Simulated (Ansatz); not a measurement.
Ge in Ansatz: the effect of functional

The system is Ge.

```
CELL_PARAMETERS angstrom
0.00000 2.86614 2.86614
2.86614 0.00000 2.86614
2.86614 2.86614 0.00000
ATOMIC_POSITIONS crystal
Ge 0.75000 0.75000 0.75000
Ge 0.50000 0.50000 0.50000
```

The cell isn't the ideal one: volume scaled by 1.04.

Alike in all runs:

```yaml
Program: Ansatz 0.2.0
Task: single point
Potentials_or_basis: Ansatz PAW
k_mesh: 8 × 8 × 8
Occupations: fermi-dirac, width 0.05 eV
Spin: no spin polarisation
```

| functional | cutoff | pressure (GPa) |
| --- | --- | --- |
| LDA | 420 eV (not typed: the program's choice for these potentials) | ? |
| r2SCAN | 500 eV (not typed: the program's choice for these potentials) | -2.0 |
| PBE | 420 eV (not typed: the program's choice for these potentials) | 0.9 |

Problem. What does the run with functional LDA give?

Solution. Pressure -3.6 GPa.

Caveats: the PAW data sets come from PBE, with cores solved anew for the run's functional, which leaves a small shift of forces and pressure (some runs).
